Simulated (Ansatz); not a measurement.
Density of states of NbP (I4_1md, a = 3.320 Å, b = 3.320 Å, c = 11.290 Å, α = 90.00°, β = 90.00°, γ = 90.00°), in states per eV and primitive cell, averaged over bins of 0.5 eV. All numbers below come from DFT PBEsol, scalar-relativistic, plane waves, PAW in Ansatz 0.2.0.

Cutoff 420 eV; k points 18×18×18 on the computed 4-atom cell (Γ-centred); Gaussian smearing, width 0.10 eV; no spin polarisation.

The cell is relaxed at this level. The states (both spins) are summed by tetrahedra on a 27×27×27 mesh at the self-consistent density. Energies are bin centres; the table starts no lower than −8 eV and ends at 6 eV, or lower where the solved bands end.

It is a metal at this level.

| E − E_F (eV) | total | Nb 4d | P 3p | P 3s | Nb 5s |
| --- | --- | --- | --- | --- | --- |
| -6.20 | 0.89 | 0.23 | 0.49 | 0.03 | 0.10 |
| -5.70 | 2.30 | 0.79 | 1.24 | 0.05 | 0.14 |
| -5.20 | 2.96 | 1.10 | 1.58 | 0.06 | 0.14 |
| -4.70 | 1.32 | 0.47 | 0.72 | 0.05 | 0.04 |
| -4.20 | 2.42 | 0.88 | 1.33 | 0.06 | 0.07 |
| -3.70 | 2.93 | 1.16 | 1.55 | 0.07 | 0.07 |
| -3.20 | 2.87 | 1.27 | 1.44 | 0.04 | 0.05 |
| -2.70 | 4.32 | 1.88 | 2.24 | 0.03 | 0.07 |
| -2.20 | 3.11 | 1.63 | 1.36 | 0.02 | 0.03 |
| -1.70 | 1.49 | 1.01 | 0.40 | 0.01 | 0.03 |
| -1.20 | 2.78 | 2.16 | 0.40 | 0.03 | 0.09 |
| -0.70 | 3.67 | 2.90 | 0.45 | 0.04 | 0.11 |
| -0.20 | 0.95 | 0.71 | 0.16 | 0.01 | 0.02 |
| 0.30 | 1.24 | 1.04 | 0.14 | 0.01 | 0.01 |
| 0.80 | 1.64 | 1.35 | 0.20 | 0.02 | 0.01 |
| 1.30 | 2.24 | 1.87 | 0.22 | 0.03 | 0.02 |
| 1.80 | 2.25 | 1.79 | 0.27 | 0.06 | 0.03 |
| 2.30 | 2.51 | 1.84 | 0.41 | 0.11 | 0.03 |
| 2.80 | 3.73 | 2.64 | 0.60 | 0.20 | 0.09 |
| 3.30 | 3.81 | 2.50 | 0.74 | 0.27 | 0.09 |
| 3.80 | 2.96 | 1.67 | 0.65 | 0.37 | 0.07 |
| 4.30 | 3.99 | 2.00 | 0.97 | 0.47 | 0.19 |
| 4.80 | 2.65 | 1.21 | 0.97 | 0.14 | 0.10 |
| 5.30 | 1.51 | 0.67 | 0.57 | 0.05 | 0.07 |

The columns after the total are the main Löwdin projections on the occupied valence shells of the potentials; 2 others are left out. The rest of the total lies in those, in shells that are empty in the free atom, which aren't projected, and between the atoms.

Whether NbP exists in this form wasn't checked.